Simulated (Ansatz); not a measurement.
**BaTe (Fm-3m) from LDA to hybrids**

All numbers come from the plane-wave code Ansatz. (Simulation; no magnetic order is allowed.)

BaTe (started from an entry of an open crystallographic database), relaxed with r2SCAN. Space group Fm-3m (No. 225), cubic; a = 7.065 Å in the conventional setting, 44.08 Å³ an atom. Ba is surrounded by 6 Te at 3.53 Å; Te is surrounded by 6 Ba at 3.53 Å.

Relaxed lattice by functional, symmetry kept:
```csv
functional,k mesh,a (Å),volume (Å³/atom)
PBE,6×6×6,7.065,44.08
r2SCAN,6×6×6,7.065,44.08
PBEsol,6×6×6,6.941,41.80
LDA,6×6×6,6.866,40.46
HSE06,4×4×4,7.048,43.75
```

Band edges at fixed r2SCAN geometry:
```
                                    level  k mesh  gap (eV)      kind         edges  least direct gap (eV)        rough cost
                                      LDA   6×6×6      1.53  indirect         Γ → X                   1.89    5 core-seconds
                                      PBE   6×6×6      1.65  indirect         Γ → X                   2.01    7 core-seconds
                                  PBE+SOC   6×6×6      1.39  indirect         Γ → X                   1.74   26 core-seconds
                                   r2SCAN   6×6×6      2.00  indirect         Γ → X                   2.36   11 core-seconds
                                  r2SCANh   4×4×4      2.48  indirect         Γ → X                   2.87    4 core-minutes
                                    HSE06   4×4×4      2.35  indirect         Γ → X                   2.75  2.7 core-minutes
                                HSE06+SOC   4×4×4      2.05  indirect         Γ → X                   2.46   14 core-minutes
                                 DDH-PBE0   4×4×4      2.56  indirect         Γ → X                   2.96    4 core-minutes
                                     PBE0   4×4×4      3.00  indirect         Γ → X                   3.42  2.7 core-minutes
                                  r2SCAN0   4×4×4      3.22  indirect         Γ → X                   3.64    4 core-minutes
G0W0@PBE (263 empty bands, 120 eV, 4×4×4)   4×4×4      2.65         –  Γ → X (mesh)                      –  2.5 core-minutes
G0W0@PBE (653 empty bands, 220 eV, 4×4×4)   4×4×4      2.73         –  Γ → X (mesh)                      –   24 core-minutes
```
PBE: smearing of 0.02 eV; the others have fixed occupations.
Wave cutoffs: 420 eV, 500 eV (r2SCAN, r2SCANh, r2SCAN0).
The G0W0 gap is PBE's gap over the path plus the quasiparticle shift read on the mesh. No extrapolation in bands, cutoff or mesh was made for G0W0.
Costs come from shared machines and give only the order; PBE's includes the band path.

With HSE06 the valence top lies at Γ and the conduction bottom at X, 2.35 eV higher; the smallest vertical gap, at X, is 2.75 eV. Spin-orbit coupling changes the PBE gap by -0.27 eV, to 1.39 eV; at Γ the threefold valence level splits into a fourfold and a twofold level 0.84 eV apart, the fourfold one on top. Spin-orbit coupling changes the HSE06 gap by -0.29 eV, to 2.05 eV; at Γ the threefold valence level splits into a fourfold and a twofold level 0.92 eV apart, the fourfold one on top.

Set against the finite-basis gap of 2.73 eV from G0W0@PBE (653 empty bands, 220 eV, 4×4×4), the closest functional is DDH-PBE0, which differs by -0.17 eV, at about 19 times r2SCAN's cost; G0W0 itself took about 130 times r2SCAN's cost. The others: r2SCANh -0.25, PBE0 +0.27, HSE06 -0.38, r2SCAN0 +0.49, r2SCAN -0.73, PBE -1.08, LDA -1.20 eV. The yardstick still moved by +0.07 eV in its last step of bands and cutoff, so this order can change. r2SCAN covers 50 % of the step from PBE to HSE06, while HSE06 needs about 15 times r2SCAN's cost (on a coarser mesh). Spin-orbit coupling moves the least or the direct gap by up to 0.29 eV, so it has to be included where a tenth of an eV counts. Among these functionals the gap stays indirect.

Only the levels marked +SOC include spin-orbit coupling.

The meshes of the hybrids are coarse, so their gaps aren't converged to the digits shown.
